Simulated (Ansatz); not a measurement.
## CuAu in Ansatz: the effect of functional

CuAu:

```
Au Cu
1.0
     2.75337    0.00000    0.00000
     0.00000    2.75337    0.00000
     0.00000    0.00000    3.60977
Au Cu
1 1
Cartesian
  0.0000 0.0000 0.0000
  1.3767 1.3767 1.8049
```

The cell isn't the ideal one: volume scaled by 0.94.

Alike in all runs:

- Program: Ansatz 0.2.0
- Task: single point
- Potentials or basis: Ansatz PAW
- k mesh: 9 × 9 × 7
- Occupations: fermi-dirac, width 0.05 eV
- Spin: no spin polarisation

**Question.** One run gave: pressure 11.2 GPa. Which functional did it use?
A. r2SCAN
B. LDA
C. PBEsol

**Answer.** A.

```tsv
functional	cutoff	pressure (GPa)
LDA	420 eV (not typed: the program's choice for these potentials)	1.4
PBEsol	420 eV (not typed: the program's choice for these potentials)	7.2
r2SCAN	500 eV (not typed: the program's choice for these potentials)	11.2
```

Caveats: the PAW data sets come from PBE, with cores solved anew for the run's functional, which leaves a small shift of forces and pressure.
